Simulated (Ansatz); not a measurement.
## NaF (CsCl type) from LDA to hybrids

All numbers come from Ansatz 0.2.0. Spin-unpolarised throughout. Whether this structure exists isn't addressed.

Structure: NaF, CsCl type, at its r2SCAN minimum. The symmetry is Pm-3m (No. 221, cubic); conventional cell a = 2.793 Å, 10.90 Å³ an atom. Around Na lie 8 F at 2.42 Å; around F lie 8 Na at 2.42 Å.

```cif
data_structure
_symmetry_space_group_name_H-M 'P 1'
_symmetry_Int_Tables_number 1
_cell_length_a 2.7935
_cell_length_b 2.7935
_cell_length_c 2.7935
_cell_angle_alpha 90.000
_cell_angle_beta 90.000
_cell_angle_gamma 90.000
_cell_volume 21.80
loop_
_atom_site_label
_atom_site_type_symbol
_atom_site_fract_x
_atom_site_fract_y
_atom_site_fract_z
_atom_site_occupancy
Na1 Na 0.00000 0.00000 0.00000 1
F1 F 0.50000 0.50000 0.50000 1
```

On this one geometry the levels give:

| level | k mesh | gap (eV) | kind | edges | least direct gap (eV) | rough cost |
| --- | --- | --- | --- | --- | --- | --- |
| LDA | 10×10×10 | 5.80 | indirect | M → Γ | 6.15 | 2.8 core-seconds |
| PBE | 10×10×10 | 6.13 | indirect | M → Γ | 6.47 | 3 core-seconds |
| r2SCAN | 10×10×10 | 7.06 | indirect | M → Γ | 7.40 | 7 core-seconds |
| HSE06 | 6×6×6 | 8.33 | indirect | M → Γ | 8.68 | 60 core-seconds |
| DDH-PBE0 | 6×6×6 | 12.23 | indirect | M → Γ | 12.60 | 70 core-seconds |
| PBE0 | 6×6×6 | 9.10 | indirect | M → Γ | 9.45 | 60 core-seconds |
| r2SCAN0 | 6×6×6 | 9.70 | indirect | M → Γ | 10.05 | 80 core-seconds |
| Hartree-Fock | 6×6×6 | 18.50 | indirect | M → Γ | 18.89 | 60 core-seconds |
| G0W0@PBE (65 empty bands, 120 eV, 6×6×6) | 6×6×6 | 10.10 | – | M → Γ (mesh) | – | 50 core-seconds |
| G0W0@PBE (161 empty bands, 220 eV, 6×6×6) | 6×6×6 | 10.34 | – | M → Γ (mesh) | – | 4 core-minutes |

PBE: smearing of 0.02 eV; the others have fixed occupations.
Wave cutoffs: 420 eV, 500 eV (r2SCAN, r2SCAN0).
The G0W0 gap is PBE's gap over the path plus the quasiparticle shift read on the mesh. G0W0 values are finite-basis, finite-mesh values.
Costs come from shared machines and give only the order; PBE's includes the band path. The runs had 2 threads of Intel(R) Xeon(R) Processor @ 2.50GHz (Skylake/Cascade Lake), on a shared host.

The HSE06 gap is indirect, 8.33 eV (M to Γ), below the direct gap of 8.68 eV at Γ.

r2SCAN covers 42 % of the step from PBE to HSE06, while HSE06 needs about 8 times r2SCAN's cost (on a coarser mesh). Among these functionals the gap stays indirect.

r2SCAN (ground state on 8×8×8): The clamped-ion dielectric constant comes out as 1.90 in all directions. Born charges, averaged over directions: Na +1.04, F -1.04 e. PBE (ground state on 8×8×8): ε∞: 1.98 in all directions. Born charges, averaged over directions: Na +1.04, F -1.04 e.

On the PBEsol cell (a = 2.817 Å), with PBEsol: The optical mode at Γ lies at 169 cm⁻¹ without the longitudinal term. With the long-range field the highest mode reaches 380 cm⁻¹. The electronic dielectric tensor ε∞ is 2.00 in all directions. With the ions relaxed, ε⁰ is 10.1 in all directions. Born charges, averaged over directions: Na +1.05, F -1.05 e.

The meshes of the hybrids are coarse, so their gaps aren't converged to the digits shown.
